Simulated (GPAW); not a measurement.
Pb:

```
Pb
1.0
    -1.97966    1.97966    1.97966
     1.97966   -1.97966    1.97966
     1.97966    1.97966   -1.97966
Pb
1
Direct
  0.00000 0.00000 0.00000
```

This isn't the form of Pb at room conditions, which is fcc.

Base run:

| Quantity | Value |
| --- | --- |
| Program | GPAW 26.7.0 |
| Functional | PBEsol |
| Potentials or basis | PAW data sets generated in the run's folder for this functional |
| Cutoff | 600 eV |
| Basis | pw |
| k mesh | 9 × 9 × 9 |
| Occupations | fermi-dirac, width 0.05 eV |
| Spin | no spin polarisation |

Its results: pressure -2.2 GPa.

Q: The run is repeated on the same cell with these changes: functional from PBEsol to LDA; potentials or basis from PAW data sets generated in the run's folder for this functional to the program's PAW data sets (release 1.2.1) made for this functional. What comes out?

A: Pressure -3.7 GPa.
